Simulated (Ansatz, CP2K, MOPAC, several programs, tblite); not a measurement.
Energy against volume for CdSe (h-MgO type), at fixed shape and fractional coordinates, computed by several methods (PBE and r2SCAN, where shown, with plane waves in Ansatz); the cell shown is that of r2SCAN. With free coordinates or axes held, a curve is too stiff, and on another method's shape its minimum isn't the method's own volume. The symmetry is P6_3/mmc (No. 194, hexagonal); conventional cell a = 4.602 Å, c = 6.002 Å, 27.52 Å³ an atom. Around Cd lie 5 Se at 2.66–3.00 Å; around Se lie 5 Cd at 2.66–3.00 Å. These are computed values for a spin-unpolarised cell that may be hypothetical; none is a measurement. Energies count from each curve's lowest point; fits are third-order Birch-Murnaghan.

```xyz
4
Lattice="4.6022 0.0000 0.0000 -2.3011 3.9857 0.0000 0.0000 0.0000 6.0016" Properties=species:S:1:pos:R:3 pbc="T T T"
Cd    0.0000    2.6571    1.5004
Cd    2.3011    1.3286    4.5012
Se    2.3011    1.3286    1.5004
Se    0.0000    2.6571    4.5012
```

light PBE (260 eV and a coarse mesh), on the shape of the cell shown:
```tsv
V (Å³/atom)	E (meV/atom)
25.320	55.27
26.421	56.78
27.522	8.95
28.623	1.38
29.724	0.00
30.825	47.13
```
The points scatter about the fit by more than 0.3 meV an atom, since at so low a cutoff the number of plane waves jumps with the volume, so no fit is quoted.

Q: PM7 (MOPAC), on the shape of the cell shown, as a cluster of 72 atoms at the zone centre, gives
```
V (Å³/atom)  E (meV/atom)
     24.219        520.52
     25.871        223.60
     27.522         62.63
     29.173          0.00
     30.825         10.07
```
What equilibrium volume and bulk modulus follow?

A: V₀ = 29.72 Å³ an atom and B₀ = 113 GPa.

Q: PBE/DZVP (CP2K), on the shape of the cell shown, gives
```csv
V (Å³/atom),E (meV/atom)
24.219,148.74
25.871,53.68
27.522,8.74
29.173,0.00
30.825,17.44
```
What equilibrium volume and bulk modulus follow?

A: V₀ = 28.82 Å³ an atom and B₀ = 47 GPa.

PBE, on the shape of its own relaxed cell:
```tsv
V (Å³/atom)	E (meV/atom)
26.623	17.20
27.472	4.07
28.322	0.00
29.172	3.59
30.021	13.60
```
V₀ = 28.32 Å³ an atom and B₀ = 48 GPa.

Q: GFN1-xTB (tblite), on the shape of the cell shown, as a cluster of 72 atoms at the zone centre, gives

| V (Å³/atom) | E (meV/atom) |
| --- | --- |
| 24.219 | 95.90 |
| 25.871 | 27.32 |
| 27.522 | 0.00 |
| 29.173 | 2.49 |
| 30.825 | 26.69 |

This method closes the gap of a crystal that DFT finds insulating, so its curve rests on a wrong state.
What equilibrium volume and bulk modulus follow?

A: V₀ = 28.17 Å³ an atom and B₀ = 43 GPa.

Spin-orbit coupling is left out.
